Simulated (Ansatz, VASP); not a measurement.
# MnGa4 in two plane-wave programs, part 2 of 3

Wanted: the spread between two codes on one cell, functional and k mesh.

VASP 6.6.1 and Ansatz 0.2.0.

So far. Step 2 (VASP: relaxation of cell and atoms, r2SCAN): Experiment finds antiferromagnetic order in this phase (below 393 K, arxiv:1802.03256), so this ferromagnetic run describes another state. SCAN-type functionals tend to overstate the moments of itinerant magnets.

## Step 3: Ansatz: relaxation of cell and atoms, r2SCAN

Level of this step: Ansatz beside VASP: Kohn-Sham DFT, plane waves, r2SCAN (Ansatz).

Ansatz runs on its default PAW (the set named soft_2) files.

The same cell, functional, mesh and smearing now go to Ansatz, which takes its cutoff from its data sets.

input.yaml

```yaml
crystal:
  lattice:
    - [-2.77186439, 2.77186439, 2.77186439]
    - [2.77186439, -2.77186439, 2.77186439]
    - [2.77186439, 2.77186439, -2.77186439]
  atoms:
    - { symbol: Mn, position: [0.0, 0.0, 0.0], spin: 0.37 }
    - { symbol: Ga, position: [0.0, 0.0, 0.5], spin: -0.01 }
    - { symbol: Ga, position: [0.0, 0.5, 0.0], spin: -0.01 }
    - { symbol: Ga, position: [0.5, 0.0, 0.0], spin: -0.01 }
    - { symbol: Ga, position: [0.5, 0.5, 0.5], spin: -0.01 }
hamiltonian:
  xc: r2scan
  pseudopotentials: { kind: paw }
magnetization:
  spin_polarized: true
kpoints:
  mp_grid: { grid: [6, 6, 6] }
scf:
  occupations: { method: fermi_dirac, width: 0.05 }
relax:
  f_tol: 0.01
  max_steps: 60
  cell: { stress_tol: 0.05 }
output:
  forces: true
  stress: true
```

On the command line:

```sh
$ ansatz run input.yaml --threads 4 --pin off --max-ram 9216MiB --backend cpu --events-out ev --progress --plain --runs-dir out
```

Numbers of over 12 decimals in the logs are rounded to 6 here.

The log of the run:

```text
Engine: ansatz 0.2.0, aarch64-unknown-linux-gnu
Pseudopotentials: kind: paw
Pseudopotential: Mn, paw, valence charge 15, recommended cutoff 500 eV (meta_gga), Mn.paw.azcp
Pseudopotential: Ga, paw, valence charge 13, recommended cutoff 500 eV (meta_gga), Ga.paw.azcp
Functional definition: r2SCAN
  parameter k0 = 0.174
  parameter k1 = 0.065
  parameter a1 = 4.9479
  exchange = r2scan_x(k0 = k0, k1 = k1, a1 = a1)
  correlation = r2scan_c
Crystal: 5 atoms, lattice volume = 85.188 Å³
Basis set: ecut = 500 eV, 2171 PW (Γ), exchange–correlation on 144×144×144 points (64 copies of the dense FFT grid, shifted against one another)
Bands: 41, of which v1, the nominal top of the filled ones, is band 34 counted from 1 (33 counted from 0)
Symmetry: 48 space group operations
Space group: Im-3m (ITA 229), of the structure as read, at distance tolerance 4.4e-5 Å
Magnetic group: BNS 229.140 (UNI 1642), of the structure as read, at distance tolerance 4.4e-5 Å
k-points: 16 of 216
Non-local potential: Mn, projectors of the file, l = 0: 3, l = 1: 2, l = 2: 3, l = 3: 1
Non-local potential: Ga, projectors of the file, l = 0: 2, l = 1: 2, l = 2: 3, l = 3: 1
PAW form: soft (Blöchl's): semilocal exchange-correlation on the pseudo side does not see the compensation charge
PAW frozen core: Mn, regenerated for the run's functional (the file was generated under x = pbe(κ = 0.804, μ = 0.219515), c = pbe(β = 0.066725))
PAW frozen core: Ga, regenerated for the run's functional (the file was generated under x = pbe(κ = 0.804, μ = 0.219515), c = pbe(β = 0.066725))
PAW one-centre angular grid: Mn, 590 points (default); XC on 160 Gauss nodes
PAW one-centre angular grid: Ga, 590 points (default); XC on 160 Gauss nodes
Initial density: superposition of atomic densities (chi_scale 0.1, normalization cell)
Starting moments: Σ|m| = 0.41 μB on 5 of 5 sites
Initial wavefunctions: pseudopotential atomic-orbital guess
Functional: x = r2scan, c = r2scan; τ floored in thin density (d = 2e-4 eV/Å³)
SCF iter   1: F=—  HF=-19059.607383 eV  |F-HF|=—  |Δ(HF+E_count)|=         —  Δρ=2.26e-2 (↑2.24e-2 ↓2.26e-2)  dr2=2.99e0  dr2_τ=2.01e-2  dr2_m=1.99e-2  M=0.385 μB ∫|m|=0.483 μB  β_m=1.00  ethr=3.10e-3  ⟨swp⟩=5.9  Hψ=4484  notcnv=0
Mixer restart at iter 1: flushing history
preconditioner: auto → Kerker (q_TF=auto, 2.621 Å⁻¹)  [metal: Δε(μ)=0.072 eV  Ē_g=15.085 eV  σ=0.050 eV  W_gap=0.34  n_scr=18 (ndim 8)  ℏωp=30.9 eV  f_vac=0.000  D(μ)=2.13/eV (n_scr^D=12)]
spin=Collinear: Kerker preconditioning applied to the charge; magnetization (m = ρ↑ − ρ↓) channel mixes plain (no charge-response kernel on spin).
SCF iter   2: F=—  HF=-19062.251651 eV  |F-HF|=—  |Δ(HF+E_count)|=    2.64e0  Δρ=2.08e-2 (↑2.08e-2 ↓1.84e-2)  dr2=2.98e0  dr2_τ=2.14e-3  dr2_m=8.94e-3  M=0.470 μB ∫|m|=0.576 μB  β_m=1.00  ethr=3.10e-3  ⟨swp⟩=2.0  Hψ=1729  notcnv=0  defer=32  κ⁻¹=1.0e0(r=1)
SCF iter   3: F=—  HF=-19063.321434 eV  |F-HF|=—  |Δ(HF+E_count)|=    1.07e0  Δρ=1.89e-2 (↑1.89e-2 ↓1.71e-2)  dr2=2.67e0  dr2_τ=1.44e-3  dr2_m=4.72e-3  M=0.492 μB ∫|m|=0.605 μB  β_m=0.98  ethr=3.10e-3  ⟨swp⟩=2.0  Hψ=1466  notcnv=0  defer=33  κ⁻¹=3.5e-2(r=2)
SCF iter   4: F=—  HF=-19062.430769 eV  |F-HF|=—  |Δ(HF+E_count)|=   8.91e-1  Δρ=1.22e-2 (↑1.22e-2 ↓9.94e-3)  dr2=1.79e-1  dr2_τ=3.72e-3  dr2_m=4.73e-3  M=0.638 μB ∫|m|=0.902 μB  β_m=1.00  ethr=3.10e-3  ⟨swp⟩=4.4  Hψ=3010  notcnv=0  defer=35  κ⁻¹=4.3e-4(r=3)
SCF iter   5: F=—  HF=-19063.908342 eV  |F-HF|=—  |Δ(HF+E_count)|=         —  Δρ=1.11e-2 (↑5.93e-3 ↓1.11e-2)  dr2=1.10e-1  dr2_τ=1.87e-3  dr2_m=1.25e-2  M=0.662 μB ∫|m|=1.024 μB  β_m=1.00  ethr=2.68e-4  ⟨swp⟩=2.9  Hψ=2939  notcnv=0  defer=41
Mixer restart at iter 5: flushing history
SCF iter   6: F=—  HF=-19064.641830 eV  |F-HF|=—  |Δ(HF+E_count)|=   7.33e-1  Δρ=8.85e-3 (↑5.22e-3 ↓8.85e-3)  dr2=1.16e-1  dr2_τ=1.44e-3  dr2_m=4.01e-3  M=0.665 μB ∫|m|=1.104 μB  β_m=1.00  ethr=1.65e-4  ⟨swp⟩=2.8  Hψ=1765  notcnv=0  defer=41  κ⁻¹=1.0e0(r=1)
SCF iter   7: F=—  HF=-19064.919684 eV  |F-HF|=—  |Δ(HF+E_count)|=   2.78e-1  Δρ=8.01e-3 (↑4.66e-3 ↓8.01e-3)  dr2=1.13e-1  dr2_τ=1.08e-3  dr2_m=3.07e-3  M=0.669 μB ∫|m|=1.141 μB  β_m=1.00  ethr=1.65e-4  ⟨swp⟩=2.2  Hψ=1553  notcnv=0  defer=41  κ⁻¹=2.1e-2(r=2)
SCF iter   8: F=—  HF=-19065.521487 eV  |F-HF|=—  |Δ(HF+E_count)|=   6.02e-1  Δρ=3.85e-3 (↑1.78e-3 ↓3.85e-3)  dr2=2.78e-2  dr2_τ=9.18e-5  dr2_m=2.98e-3  M=0.734 μB ∫|m|=1.286 μB  β_m=1.00  ethr=1.65e-4  ⟨swp⟩=3.0  Hψ=2731  notcnv=0  defer=41  κ⁻¹=1.7e-3(r=3)
SCF iter   9: F=—  HF=-19065.581542 eV  |F-HF|=—  |Δ(HF+E_count)|=   6.01e-2  Δρ=1.28e-3 (↑1.28e-3 ↓1.23e-3)  dr2=2.32e-3  dr2_τ=2.14e-5  dr2_m=4.87e-4  M=0.786 μB ∫|m|=1.379 μB  β_m=1.00  ethr=4.14e-5  ⟨swp⟩=2.0  Hψ=1960  notcnv=0  defer=41  κ⁻¹=8.5e-5(r=4)
SCF iter  10: F=—  HF=-19065.619200 eV  |F-HF|=—  |Δ(HF+E_count)|=   3.77e-2  Δρ=6.96e-4 (↑4.98e-4 ↓6.96e-4)  dr2=5.17e-4  dr2_τ=9.43e-6  dr2_m=8.64e-5  M=0.812 μB ∫|m|=1.474 μB  β_m=1.00  ethr=3.47e-6  ⟨swp⟩=2.1  Hψ=2509  notcnv=0  defer=41  κ⁻¹=4.2e-5(r=5)
SCF iter  11: F=—  HF=-19065.624164 eV  |F-HF|=—  |Δ(HF+E_count)|=   4.96e-3  Δρ=3.32e-4 (↑3.32e-4 ↓3.25e-4)  dr2=1.29e-4  dr2_τ=2.47e-6  dr2_m=2.10e-5  M=0.824 μB ∫|m|=1.504 μB  β_m=1.00  ethr=7.71e-7  ⟨swp⟩=2.1  Hψ=2475  notcnv=0  defer=41  κ⁻¹=4.0e-5(r=6)
SCF iter  12: F=—  HF=-19065.624866 eV  |F-HF|=—  |Δ(HF+E_count)|=   7.02e-4  Δρ=2.01e-4 (↑1.55e-4 ↓2.01e-4)  dr2=5.17e-5  dr2_τ=6.63e-7  dr2_m=2.27e-6  M=0.827 μB ∫|m|=1.509 μB  β_m=1.00  ethr=1.92e-7  ⟨swp⟩=2.0  Hψ=2483  notcnv=0  defer=41  κ⁻¹=3.9e-5(r=7)
SCF iter  13: F=—  HF=-19065.625087 eV  |F-HF|=—  |Δ(HF+E_count)|=   2.22e-4  Δρ=1.55e-4 (↑8.63e-5 ↓1.55e-4)  dr2=1.39e-5  dr2_τ=3.15e-7  dr2_m=7.54e-6  M=0.829 μB ∫|m|=1.508 μB  β_m=1.00  ethr=7.71e-8  ⟨swp⟩=2.0  Hψ=2394  notcnv=0  defer=41  κ⁻¹=2.2e-5(r=8)
SCF iter  14: F=—  HF=-19065.625010 eV  |F-HF|=—  |Δ(HF+E_count)|=   7.73e-5  Δρ=1.10e-4 (↑1.10e-4 ↓4.32e-5)  dr2=8.57e-6  dr2_τ=7.81e-8  dr2_m=3.05e-6  M=0.829 μB ∫|m|=1.511 μB  β_m=1.00  ethr=2.07e-8  ⟨swp⟩=2.0  Hψ=2398  notcnv=0  defer=41  κ⁻¹=6.4e-6(r=8)
SCF iter  15: F=—  HF=-19065.625081 eV  |F-HF|=—  |Δ(HF+E_count)|=   7.05e-5  Δρ=3.43e-5 (↑1.86e-5 ↓3.43e-5)  dr2=2.04e-6  dr2_τ=1.67e-8  dr2_m=7.71e-8  M=0.829 μB ∫|m|=1.514 μB  β_m=1.00  ethr=1.28e-8  ⟨swp⟩=2.0  Hψ=2395  notcnv=0  defer=41  κ⁻¹=2.3e-6(r=8)
SCF iter  16: F=—  HF=-19065.625100 eV  |F-HF|=—  |Δ(HF+E_count)|=   1.91e-5  Δρ=2.26e-5 (↑2.26e-5 ↓2.24e-5)  dr2=1.94e-7  dr2_τ=1.04e-8  dr2_m=2.78e-7  M=0.830 μB ∫|m|=1.516 μB  β_m=1.00  ethr=3.04e-9  ⟨swp⟩=2.1  Hψ=2404  notcnv=0  defer=41  κ⁻¹=5.5e-6(r=8)
SCF iter  17: F=—  HF=-19065.625106 eV  |F-HF|=—  |Δ(HF+E_count)|=   6.16e-6  Δρ=1.02e-5 (↑1.02e-5 ↓9.78e-6)  dr2=2.23e-7  dr2_τ=7.39e-10  dr2_m=1.52e-9  M=0.830 μB ∫|m|=1.516 μB  β_m=1.00  ethr=2.89e-10  ⟨swp⟩=2.8  Hψ=2508  notcnv=0  defer=41  κ⁻¹=2.5e-5(r=8)
SCF iter  18: F=—  HF=-19065.625106 eV  |F-HF|=—  |Δ(HF+E_count)|=   2.21e-7  Δρ=5.52e-6 (↑2.98e-6 ↓5.52e-6)  dr2=1.24e-8  dr2_τ=2.03e-10  dr2_m=8.85e-9  M=0.830 μB ∫|m|=1.516 μB  β_m=1.00  ethr=2.89e-10  ⟨swp⟩=2.0  Hψ=2374  notcnv=0  defer=41  κ⁻¹=3.3e-6(r=8)
SCF iter  19: F=—  HF=-19065.625106 eV  |F-HF|=—  |Δ(HF+E_count)|=   3.08e-7  Δρ=3.07e-6 (↑1.65e-6 ↓3.07e-6)  dr2=1.75e-8  dr2_τ=8.19e-11  dr2_m=8.56e-10  M=0.830 μB ∫|m|=1.515 μB  β_m=1.00  ethr=1.84e-11  ⟨swp⟩=2.4  Hψ=2437  notcnv=0  defer=41  κ⁻¹=2.0e-5(r=8)
SCF iter  20: F=-19065.625106 eV  HF=-19065.625106 eV  |F-HF|=1.79e-8  |Δ(HF+E_count)|=   1.65e-7  Δρ=2.50e-6 (↑2.46e-6 ↓2.50e-6)  dr2=2.47e-8  dr2_τ=4.77e-11  dr2_m=1.14e-10  M=0.830 μB ∫|m|=1.515 μB  ethr=1.84e-11  ⟨swp⟩=2.0  Hψ=4710  notcnv=0
SCF 1 converged in 20 iterations: F = -19065.625106 eV  dr2 = 2.47e-8
  greatest PAW one-centre occupation: 1.001 electrons in one spin orbital (limit 2), on the Mn atom at site 0 (counted from 0), in its partial waves of l = 1
relax step   1: F+E_penalty+E_count = -19065.62510647 eV  Δ(F+E_penalty+E_count) = +0.000e0 eV  max|allowed force component| = 1.173e-29 eV/Å  Δτ_max = 0.0000 Å  P = +0.151 GPa  Ω = 85.188 Å³  (20 SCF iters, dr2 threshold 1.00e-7 eV, accepted)
[...]
relax step   2: F+E_penalty+E_count = -19065.62511976 eV  Δ(F+E_penalty+E_count) = -1.329e-5 eV  max|allowed force component| = 8.336e-30 eV/Å  Δτ_max = 0.0000 Å  P = +0.035 GPa  Ω = 85.288 Å³  energy of the carried Pulay correction = -4.490e-5 eV  (11 SCF iters, dr2 threshold 5.69e-8 eV, accepted)
[...]
relax step   3: F+E_penalty+E_count = -19065.62516858 eV  Δ(F+E_penalty+E_count) = -4.882e-5 eV  max|allowed force component| = 6.495e-30 eV/Å  Δτ_max = 0.0000 Å  P = +0.036 GPa  Ω = 85.288 Å³  stress off target by 3.57e-2 GPa  SCF on the basis re-selected at this cell (its energy is not comparable with the rows above)  (12 SCF iters)
basis re-selected at this cell: Δ(F+E_penalty+E_count) = -4.882e-5 eV, ΔP = +0.000 GPa vs the last step (what re-selecting the basis moved, of the pressure what is left beyond the Pulay correction that the steps carried, after the strain that the cell walked since its last selection, with what the two solves' SCF thresholds leave and, on support functions, any second-order correction that the steps lacked; it is no m [...]
SCF converged after 12 iterations
Stability not checked: this state was not tested for a lower state beside it, because the mixer in use, unlike msr1, does not test its closes by its own steps (another_mixer; see scf.mixing.algorithm and scf.lower_state_search)
Magnetization: 0.8313 μB (33.9156 up, 33.0844 down)
Absolute magnetization: 1.5129 μB (∫|ρ↑−ρ↓|, with the PAW one-centre terms)
Spin contamination: 0.1513 ħ² per cell (⟨S²⟩ above its minimum at these occupations)
Per-site moments (μB) at R_I (Å): [(1.126216, 0.990597), (-0.033631, 0.990597), (-0.033631, 0.990597), (-0.033631, 0.990597), (-0.033631, 0.990597)]
Free energy (F): -19065.625169 eV
Harris-Foulkes:  -19065.625169 eV  (|F-HF|=0.00e0)
Internal energy: -19065.607728 eV  (E = F + TS)
E sigma→0 (E₀):  -19065.616449 eV
Entropy (-TS):   -0.017440 eV (-3.488 meV/atom)
Fermi energy:    11.084065 eV
--- Per-component energies (eV) ---
  E_band       = -420.709441
  E_kinetic    = 772.067341
  E_local      = -9727.015811  (includes V_loc(G=0)·N_el)
  E_nonlocal   = 1938.461519
  E_hartree    = 4485.345414
  E_xc         = -363.118957
  E_vxc        = -405.965845  (∫ρ·V_xc dr)
  E_paw        = -9313.358920  (= ΣΔE_a)
  E_vpaw       = -1993.447916  (= ΣTr[D̂ρ^β])
  E_aug_tail   = -0.000145  (compensation charges beyond the density's cutoff)
  E_vtau       = 24.500781  (kinetic-family band-sum trace: ∫τ·v_τ [+ j·A + Jᵃ·Aᵃ] dr)
  E_ewald      = -6855.092846
  E_core_change = -2.895323  (= ΣΔE_core)
  E_smearing   = -0.017440  (= −TS)
  E_closure    = -0.000000  (closes the sum)
  Σ components = -19065.625169   (vs F -19065.625169, Δ=0.00e0)
--- Forces (eV/Å), atoms counted from 1 ---
  atom   1  Mn     0.00000000     0.00000000     0.00000000
  atom   2  Ga     0.00000000    -0.00000000     0.00000000
  atom   3  Ga     0.00000000    -0.00000000     0.00000000
  atom   4  Ga     0.00000000     0.00000000    -0.00000000
  atom   5  Ga     0.00000000     0.00000000     0.00000000
  max |Σ_I F_I| component: 3.35e-29 eV/Å
--- Stress (GPa, compression-positive) ---
        0.035658      -0.000000       0.000000
        0.000000       0.035658      -0.000000
        0.000000       0.000000       0.035658
  P = ⅓ Tr σ = 0.0357 GPa (0.357 kbar)
--- Relaxed structure (2 steps of the walk, 2 accepted, 1 SCFs on fresh bases) ---
  F+E_penalty+E_count = -19065.62516858 eV   max|allowed force component| = 6.495e-30 eV/Å   (the final SCF, on the basis selected at the relaxed cell)
  cell:  # Å, volume = 85.2878 Å³
    - [-2.772952, 2.772952, 2.772952]
    - [2.772952, -2.772952, 2.772952]
    - [2.772952, 2.772952, -2.772952]
  atoms:
    - { symbol: Mn, position: [0, 0, 0] }
    - { symbol: Ga, position: [0.0, 0.0, 0.5] }
    - { symbol: Ga, position: [0.0, 0.5, 0.0] }
    - { symbol: Ga, position: [0.5, 0.0, 0.0] }
    - { symbol: Ga, position: [0.5, 0.5, 0.5] }
```

Run time: 20 s. Hardware: 4 threads of Arm Neoverse V1, shared host; peak memory 0.72 GiB; 73 s of CPU time.

## Step 4: Differences

Known differences besides the potentials themselves: VASP keeps PBE cores, Ansatz makes them for the functional; both relaxations stop at a tolerance, which leaves soft axes loose, and VASP keeps its plane-wave basis; the data sets hold 67 valence electrons in Ansatz (default PAW (the set named soft_2) files) and 65 in VASP; the cutoff is 500 eV in Ansatz and 520 eV in VASP; Ansatz adds a Pulay correction to the stress that steers its cell, VASP none; site moments are counted in spheres of each program's own size. Total energies have different zeros and are not compared.

Both answers:

| quantity | Ansatz | VASP | difference |
| --- | --- | --- | --- |
| volume (Å³) | 85.29 | 85.34 | -0.07 % |
| edge a after relaxation, in the typed setting (Å) | 4.803 | 4.804 | -0.02 % |
| total moment (μB) | 0.83 | 0.83 | 0.00 |
| moment on Mn1 (μB) | 1.13 | 1.16 | -0.03 |
| moment on Ga2 (μB) | -0.03 | -0.06 | +0.02 |
| moment on Ga3 (μB) | -0.03 | -0.06 | +0.02 |
| moment on Ga4 (μB) | -0.03 | -0.06 | +0.02 |
| moment on Ga5 (μB) | -0.03 | -0.06 | +0.02 |

The walks stopped with 0.04 GPa left in Ansatz and 0.06 GPa in VASP; each walk ends within a tolerance, so the volume difference is uncertain by about these residues over the bulk modulus, most in soft cells.

(Part 2 of 3 ends here.)

[Lines on the potential files, build, host, timing and source positions are cut from VASP's logs without a mark.]

[Logs are printed without paths, hosts, clocks, repeated set-up lines and the standing remarks that a program may print on its own settings, such as how far it seeks lower states.]

[Hosts, paths, dates, database ids (printed as entryN), source tags and the programs' standing remarks are cut or masked in the printed files.]
